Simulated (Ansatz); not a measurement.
Relaxed-ion elastic tensor of Li₂O (anti-fluorite, space group No. 225) in GPa (Voigt order), LDA (plane waves, PAW; program Ansatz); density 2.19 g/cm³, 7.56 Å³ per atom.

```
      1     2     3     4     5     6
-  ----  ----  ----  ----  ----  ----
1   230  25.8  25.8   0.0   0.0   0.0
2  25.8   230  25.8   0.0   0.0   0.0
3  25.8  25.8   230   0.0   0.0   0.0
4   0.0   0.0   0.0  67.4   0.0   0.0
5   0.0   0.0   0.0   0.0  67.4   0.0
6   0.0   0.0   0.0   0.0   0.0  67.4
```

**Question.** Is the crystal mechanically stable?

**Answer.** Yes: the smallest eigenvalue of C is 67.4 GPa.

**Question.** Work out the Voigt, Reuss and Hill averages.

**Answer.** K_V = 93.7, K_R = 93.7, K_H = 93.7; G_V = 81.2, G_R = 77.9, G_H = 79.6 GPa.

**Question.** Give Young's modulus, Poisson's ratio, Pugh's ratio and the universal anisotropy index.

**Answer.** E = 9KG/(3K + G) = 186 GPa; ν = 0.17; K/G = 1.18 (brittle by the Pugh limit of 1.75); A_U = 5G_V/G_R + K_V/K_R − 6 = 0.21.

**Question.** Estimate the sound speeds and the Debye temperature.

**Answer.** v_l = √((K + 4G/3)/ρ) = 9560 m/s, v_t = √(G/ρ) = 6030 m/s, mean 6640 m/s; Θ = (h/k)(3n/4πV)^(1/3) v_m = 1010 K.

**Question.** Give the Zener ratio and Young's modulus along [100], [110] and [111].

**Answer.** A = 2C44/(C11 − C12) = 0.66; 1/E = S11 − 2(S11 − S12 − S44/2)Γ with Γ = 0, 1/4, 1/3 gives 224, 175, 163 GPa.

Space group Fm-3m (anti-fluorite). The cell was relaxed with LDA under the symmetry of its start; phonons on a q-mesh show no instability.

Potentials: the later of the program's two PAW sets.
